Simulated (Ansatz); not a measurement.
Runs of Ansatz 0.2.0 on GaSb. Symmetry: I-4m2, No. 119, tetragonal system. The conventional cell has a = 5.507 Å, b = 5.507 Å, c = 3.181 Å, α = 90.00°, β = 90.00°, γ = 90.00°. Sb (site symmetry -4m2) is surrounded by 4 Ga at 2.87 Å and 2 Sb at 3.18 Å. Ga (site symmetry -4m2) has 4 Sb at 2.87 Å and 2 Ga at 3.18 Å as nearest neighbours. Measurements of this composition are mostly on another form, of space group No. 216.

```tsv
task	level	potentials or basis	spin	cell	k mesh	cutoff (eV)	pressure (GPa)	relaxed volume (Å³/atom)
relaxation of cell and atoms	PBEsol	all-electron LAPW, scalar-relativistic	off	relaxed	10 × 10 × 10	-	0.0	(b)
relaxation of cell and atoms	PBEsol	all-electron LAPW, scalar-relativistic	off	relaxed to 20 GPa	10 × 10 × 10	-	20.0	-
relaxation of cell and atoms	PBEsol	all-electron LAPW, scalar-relativistic	off	relaxed	7 × 7 × 7	-	0.0	22.79
relaxation of cell and atoms	PBEsol	all-electron LAPW, relativistic spinors	SOC, no magnetisation	relaxed	7 × 7 × 7	-	0.0	(a)
relaxation of cell and atoms	BLYP	all-electron LAPW, scalar-relativistic	off	relaxed	10 × 10 × 10	-	0.0	26.87
relaxation of cell and atoms	PBEsol	all-electron LAPW, scalar-relativistic	off	relaxed to 5 GPa	10 × 10 × 10	-	5.0	-
relaxation of cell and atoms	PBEsol	all-electron LAPW, scalar-relativistic	off	relaxed to 30 GPa	10 × 10 × 10	-	30.0	-
band structure	PBEsol	all-electron LAPW, relativistic spinors	SOC, no magnetisation	as given	7 × 7 × 7	228	-2.8	-
relaxation of cell and atoms	revPBE	all-electron LAPW, scalar-relativistic	off	relaxed	10 × 10 × 10	-	0.0	24.69
relaxation of cell and atoms	PBEsol	all-electron LAPW, scalar-relativistic	off	relaxed to 2 GPa	10 × 10 × 10	-	2.0	-
band structure	PBEsol	all-electron LAPW, scalar-relativistic	off	as given	7 × 7 × 7	228	-2.9	-
```

Alike in all rows: smearing fermi-dirac 0.05 eV; basis error allowed 0.001 eV/atom.

Problem. Fill in the values left out.

Solution. (a) 22.81; (b) 22.86.

Caveats: the k mesh is thin for a metal, which can move the energy by tens of meV per atom (some runs); the volume moved by over 15 % at a fixed basis, so the end points are rough (some runs).

Runs at the PBE level aren't shown here.
